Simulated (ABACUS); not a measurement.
# BN (F-43m) in ABACUS: a series of runs

Runs on BN. Level: r2SCAN. Tasks: single point, relaxation of cell and atoms.

Program: ABACUS 3.10.1. These are calculated values, not measurements. Logs are shortened: lines on timing, memory, paths and dates and some standing lists are left out, and cuts for length are marked.

**Experimental background.**

A printed reference work, monograph reports, for a bulk crystal of BN at 300 K: band gap 6.4 eV (indirect).

How close the calculation comes is told below.

### 1 The structure

The structure is cubic, space group F-43m (No. 216). Conventional cell: a = 3.626 Å, b = 3.626 Å, c = 3.626 Å, α = 90.00°, β = 90.00°, γ = 90.00°. N (site symmetry -43m) has 4 B at 1.57 Å as nearest neighbours. B (site symmetry -43m) has 4 N at 1.57 Å as nearest neighbours.

The cell is a database's computed one.

### 2 Single point, r2SCAN

INPUT reads:

```
INPUT_PARAMETERS
suffix              BN
calculation         scf
basis_type          lcao
pseudo_dir          ./
orbital_dir         ./
latname             fcc
symmetry            1
dft_functional      MGGA_X_R2SCAN+MGGA_C_R2SCAN
ecutwfc             100
pseudo_rcut         10
nspin               1
nbands              14
ks_solver           genelpa
smearing_method     fd
smearing_sigma      0.00367493
scf_thr             1e-07
scf_nmax            100
mixing_type         broyden
mixing_beta         0.7
cal_force           1
cal_stress          1
mixing_tau          1
out_mul             1
out_chg             1
out_pot             2
out_elf             1
```

STRU reads:

```
ATOMIC_SPECIES
N 14.0070 N_ONCV_PBE-1.2.upf
B 10.8100 B_ONCV_PBE-1.2.upf

NUMERICAL_ORBITAL
N_confined-atom_6au_2s2p1d.orb
B_confined-atom_7au_2s2p1d.orb

LATTICE_CONSTANT
6.8521507073

ATOMIC_POSITIONS
Direct

N
0.0
1
0.7500000000 0.7500000000 0.7500000000 1 1 1

B
0.0
1
0.0000000000 0.0000000000 0.0000000000 1 1 1
```

KPT reads:

```
K_POINTS
0
Gamma
10 10 10 0 0 0
```

Potentials or basis: SG15 ONCV 1.2 PBE, DZP LCAO (the cutoffs set its grid).

Command:

```sh
$ OMP_NUM_THREADS=1 mpirun -np 4 abacus > log
```

running log:

```text
ABACUS v3.10.1

               Atomic-orbital Based Ab-initio Computation at UStc

 ------------------------------------------------------------------------------------

 READING GENERAL INFORMATION
                           global_out_dir = OUT.BN/
                           global_in_card = INPUT
                               pseudo_dir = ./
                              orbital_dir = ./
                                    DSIZE = 4
                                    GSIZE = 1

 READING UNITCELL INFORMATION
                                    ntype = 2
                  lattice constant (Bohr) = 6.85215
              lattice constant (Angstrom) = 3.626

 READING ATOM TYPE 1
                               atom label = N
                      L=0, number of zeta = 2
                      L=1, number of zeta = 2
                      L=2, number of zeta = 1
             number of atom for this type = 1

 READING ATOM TYPE 2
                               atom label = B
                      L=0, number of zeta = 2
                      L=1, number of zeta = 2
                      L=2, number of zeta = 1
             number of atom for this type = 1

                        TOTAL ATOM NUMBER = 2
DIRECT COORDINATES
    atom                   x                   y                   z     mag                  vx                  vy                  vz
taud_N1            0.7500000000        0.7500000000        0.7500000000  0.0000        0.0000000000        0.0000000000        0.0000000000
taud_B1            0.0000000000        0.0000000000        0.0000000000  0.0000        0.0000000000        0.0000000000        0.0000000000

                          Volume (Bohr^3) = 80.4305
                             Volume (A^3) = 11.9186

 Lattice vectors: (Cartesian coordinate: in unit of a_0)
                 -0.5                  +0                +0.5
                   +0                +0.5                +0.5
                 -0.5                +0.5                  +0
 Reciprocal vectors: (Cartesian coordinate: in unit of 2 pi/a_0)
                   -1                  -1                  +1
                   +1                  +1                  +1
                   -1                  +1                  -1
 The esolver type has been set to : ksdft_lcao

                PAO radial cut off (Bohr) = 10

 Read in pseudopotential file is N_ONCV_PBE-1.2.upf
                     pseudopotential type = NC
          exchange-correlation functional = PBE
                 nonlocal core correction = 0
                        valence electrons = 5
                                     lmax = 1
                           number of zeta = 0
                     number of projectors = 4
                           L of projector = 0
                           L of projector = 0
                           L of projector = 1
                           L of projector = 1
 XC functional updated to : MGGA_X_R2SCAN+MGGA_C_R2SCAN
          exchange-correlation functional = MGGA_X_R2SCAN+MGGA_C_R2SCAN
                PAO radial cut off (Bohr) = 10

 Read in pseudopotential file is B_ONCV_PBE-1.2.upf
                     pseudopotential type = NC
          exchange-correlation functional = PBE
                 nonlocal core correction = 0
                        valence electrons = 3
                                     lmax = 1
                           number of zeta = 0
                     number of projectors = 4
                           L of projector = 0
                           L of projector = 0
                           L of projector = 1
                           L of projector = 1
 XC functional updated to : MGGA_X_R2SCAN+MGGA_C_R2SCAN
          exchange-correlation functional = MGGA_X_R2SCAN+MGGA_C_R2SCAN
     initial pseudo atomic orbital number = 0

 SETUP THE ELECTRONS NUMBER
             electron number of element N = 5
       total electron number of element N = 5
             electron number of element B = 3
       total electron number of element B = 3
            AUTOSET number of electrons:  = 8
                           occupied bands = 4
                                   NLOCAL = 26
                                   NBANDS = 14
                                   NBANDS = 14
                                   NLOCAL = 26

 SETUP THE PLANE WAVE BASIS
 energy cutoff for charge/potential (unit:Ry) = 400
            fft grid for charge/potential = [ 32, 32, 32 ]
                        fft grid division = [ 4, 4, 4 ]
        big fft grid for charge/potential = [ 8, 8, 8 ]
                                     nbxx = 128
[... 83 lines left out ...]
                                    ibrav = 2
                       right hand lattice = 1
                        ROTATION MATRICES = 48
                               nkstot_ibz = 47
K-POINTS REDUCTION ACCORDING TO SYMMETRY
     IBZ    DIRECT_X    DIRECT_Y    DIRECT_Z  WEIGHT  ibz2bz
       1  0.00000000  0.00000000  0.00000000  0.0010       0
       2  0.10000000  0.10000000  0.10000000  0.0080       1
       3  0.20000000  0.20000000  0.20000000  0.0080       2
       4  0.30000000  0.30000000  0.30000000  0.0080       3
       5  0.40000000  0.40000000  0.40000000  0.0080       4
       6  0.50000000  0.50000000  0.50000000  0.0040       5
[... 22 lines left out ...]
      29  0.50000000  0.50000000  0.10000000  0.0240      45
      30 -0.20000000  0.40000000  0.40000000  0.0120      46
[... 17 further k points ...]

                               nkstot now = 47
[... K-POINTS DIRECT COORDINATES: 47 rows ...]

           k-point number in this process = 47
       minimum distributed K point number = 47
[... stars of the k points ...]

[... K-POINTS CARTESIAN COORDINATES: 47 rows ...]

[... K-POINTS DIRECT COORDINATES: 47 rows ...]

 SETUP PLANE WAVES FOR WAVE FUNCTIONS
     energy cutoff for wavefunc (unit:Ry) = 100
              fft grid for wave functions = [ 32, 32, 32 ]
                    number of plane waves = 1989
                         number of sticks = 211

 PARALLEL PW FOR WAVE FUNCTIONS
     PROC   COLUMNS(POT)             PW
        1             54            497
        2             53            498
        3             52            497
        4             52            497
 --------------- sum -------------------
        4            211           1989

 SET NONLOCAL PSEUDOPOTENTIAL PROJECTORS
 SET NONLOCAL PSEUDOPOTENTIAL PROJECTORS
 max number of nonlocal projetors among all species is 4

 -------------------------------------------
 SELF-CONSISTENT
 -------------------------------------------

 SETUP SEARCHING RADIUS FOR PROGRAM TO SEARCH ADJACENT ATOMS
                  longest orb rcut (Bohr) = 7
   longest nonlocal projector rcut (Bohr) = 1.94
                     search radius (Bohr) = 17.9
              searching radius is (Bohr)) = 17.9
         searching radius unit is (Bohr)) = 6.85
                         PeriodicBoundary = 1
                        Radius(unit:lat0) = 2.61
                                   glayer = [ 6, 6, 6 ]
                             glayer_minus = [ 5, 5, 5 ]

Find the coordinate range of the input atom(unit:lat0).
                                  min_tau = [ -5.75, -5, -5 ]
                                  max_tau = [ 5, 5.75, 5.75 ]
                                BoxNumber = [ 11, 11, 11 ]

 SETUP EXTENDED REAL SPACE GRID FOR GRID INTEGRATION
                          real space grid = [ 32, 32, 32 ]
                 big cell numbers in grid = [ 8, 8, 8 ]
             meshcell numbers in big cell = [ 4, 4, 4 ]
                        extended fft grid = [ 15, 15, 15 ]
                dimension of extened grid = [ 39, 39, 39 ]
                            UnitCellTotal = 125
              Atom number in sub-FFT-grid = 2
    Local orbitals number in sub-FFT-grid = 26
                                ParaV.nnr = 33597
                                 init_chg = atomic

 LCAO ALGORITHM --------------- ION=   1  ELEC=   1--------------------------------

 Density error is 0.167751070172
----------------------------------------------------------
     Energy           Rydberg                 eV
----------------------------------------------------------
 E_KohnSham     -25.6645667107       -349.1843439662
 E_Harris       -24.4932112095       -333.2472347666
 E_Fermi        0.8012015619         10.9009064884
----------------------------------------------------------
[... 80 lines left out ...]
 Density error is 1.37982214031e-08
----------------------------------------------------------
     Energy           Rydberg                 eV
----------------------------------------------------------
 E_KohnSham     -25.7139061969       -349.8556421147
 E_KS(sigma->0) -25.7139061969       -349.8556421147
 E_Harris       -25.7139061776       -349.8556418523
 E_band         1.4879962083         20.2452270349
 E_one_elec     4.3634932676         59.3683716247
 E_Hartree      3.6029443968         49.0205733739
 E_xc           -7.4194810596        -100.9472186132
 E_Ewald        -26.2608628018       -357.2973685000
 E_entropy(-TS) -0.0000000000        -0.0000000000
 E_descf        0.0000000000         0.0000000000
 E_exx          0.0000000000         0.0000000000
 E_Fermi        0.8808060083         11.9839805457
----------------------------------------------------------

 charge density convergence is achieved
 final etot is -349.85564211 eV
 EFERMI = 11.983980546 eV
The vacuum level is 10.196025433 eV

 STATE ENERGY(eV) AND OCCUPATIONS    NSPIN == 1
 1/47 kpoint (Cartesian) = 0.0000 0.0000 0.0000 (340 pws)
       1       -10.4428     0.00200000
       2        10.8396     0.00200000
       3        10.8396     0.00200000
       4        10.8396     0.00200000
       5        20.2524    3.03746e-75
       6        20.2524    3.03746e-75
       7        20.2524    3.03746e-75
       8        22.0174        0.00000
       9        39.8743        0.00000
      10        39.8743        0.00000
      11        40.9938        0.00000
      12        42.2461        0.00000
      13        42.2461        0.00000
      14        42.2461        0.00000
[... 66 lines left out ...]
       1       -6.26275     0.00800000
       2      -0.216154     0.00800000
       3        8.80291     0.00800000
       4        8.80291     0.00800000
       5        21.3166    6.93032e-84
       6        22.2539        0.00000
       7        22.2539        0.00000
       8        27.6107        0.00000
       9        37.5912        0.00000
      10        39.5039        0.00000
      11        39.5039        0.00000
      12        41.2315        0.00000
      13        47.8748        0.00000
      14        47.8748        0.00000

[... levels at 41 further k points ...]

 correction force for each atom along direction 1 is -0.0276130
 correction force for each atom along direction 2 is 0.0761442
 correction force for each atom along direction 3 is 0.0357718
------------------------------------------------------------------------------------------
 TOTAL-FORCE (eV/Angstrom)
------------------------------------------------------------------------------------------
                        N1         0.0000000000         0.0000000000         0.0000000000
                        B1         0.0000000000         0.0000000000         0.0000000000
------------------------------------------------------------------------------------------

----------------------------------------------------------------
 TOTAL-STRESS (KBAR)
----------------------------------------------------------------
       -42.7837431574         0.0000000000        -0.0000000000
         0.0000000000       -42.7837431574        -0.0000000000
        -0.0000000000        -0.0000000000       -42.7837431574
----------------------------------------------------------------
 TOTAL-PRESSURE: -42.783743 KBAR

 --------------------------------------------
 !FINAL_ETOT_IS -349.8556421147398510 eV
 --------------------------------------------
```

Run time: 13 s. Hardware: 4 MPI ranks of Intel Xeon Platinum 8488C (Sapphire Rapids), shared host; peak memory 0.4 GiB.

What came out:

* Free energy: -349.8556 eV
* Pressure: -4.3 GPa
* Band gap on the k mesh: 4.97 eV, indirect (least direct gap 9.41 eV)
* Mulliken charges: N -0.61; B +0.61 e

Levels at points of the mesh, in eV from the valence-band top:
```tsv
k point	band 1	band 2	band 3	band 4	band 5	band 6	band 7	band 8
(0.00, 0.00, 0.00)	-21.28	0.00	0.00	0.00	9.41	9.41	9.41	11.18
(0.50, 0.50, 0.50)	-17.10	-11.06	-2.04	-2.04	10.48	11.41	11.41	16.77
(0.50, 0.50, 0.00)	-15.70	-9.33	-5.12	-5.12	4.97	9.70	19.13	19.13
```

Caveat: the atomic orbitals were generated for these runs and aren't a published set; Mulliken charges move with the basis; the potentials were made for another functional, which shifts forces and pressure; the basis of atomic orbitals isn't converged, which shifts pressures, moduli and gaps.

### 3 Single point, r2SCAN

INPUT reads:

```
INPUT_PARAMETERS
suffix              BN
calculation         scf
basis_type          pw
pseudo_dir          ./
latname             fcc
symmetry            1
dft_functional      MGGA_X_R2SCAN+MGGA_C_R2SCAN
ecutwfc             97
pseudo_rcut         10
nspin               1
nbands              14
ks_solver           dav
smearing_method     fd
smearing_sigma      0.00367493
scf_thr             1e-08
scf_nmax            100
mixing_type         broyden
mixing_beta         0.7
cal_force           1
cal_stress          1
mixing_tau          1
out_chg             1
out_pot             2
out_elf             1
```

STRU: that of step 2 with these lines changed.

```diff
@@ -3,6 +3,2 @@
 B 10.8100 B_ONCV_PBE-1.2.upf
-
-NUMERICAL_ORBITAL
-N_confined-atom_6au_2s2p1d.orb
-B_confined-atom_7au_2s2p1d.orb
```

KPT reads:

```
K_POINTS
0
Gamma
8 8 8 0 0 0
```

Potentials or basis: SG15 ONCV 1.2 PBE, plane waves.

Command:

```sh
$ OMP_NUM_THREADS=1 mpirun -np 4 abacus > log
```

It took 5.8 s on 4 MPI ranks of Intel Xeon Platinum 8259CL at 2.50GHz (Skylake/Cascade Lake), shared host; peak memory 0.2 GiB.

The run converged. Its results:

| Quantity | Value |
| --- | --- |
| Free energy | -350.1262 eV |
| Pressure | -5.7 GPa |
| Band gap on the k mesh | 4.97 eV, indirect (least direct gap 9.47 eV) |

Levels at points of the mesh, in eV from the valence-band top:
| k point | band 2 | band 3 | band 4 | band 5 | band 6 | band 7 |
| --- | --- | --- | --- | --- | --- | --- |
| (0.00, 0.00, 0.00) | 0.00 | 0.00 | 0.00 | 9.47 | 9.47 | 9.47 |
| (0.50, 0.50, 0.50) | -11.06 | -2.02 | -2.02 | 10.46 | 11.45 | 11.45 |
| (0.50, 0.50, 0.00) | -9.34 | -5.09 | -5.09 | 4.97 | 9.72 | 19.09 |

Caveat: the potentials were made for another functional, which shifts forces and pressure.

[end of part 1 of 2]
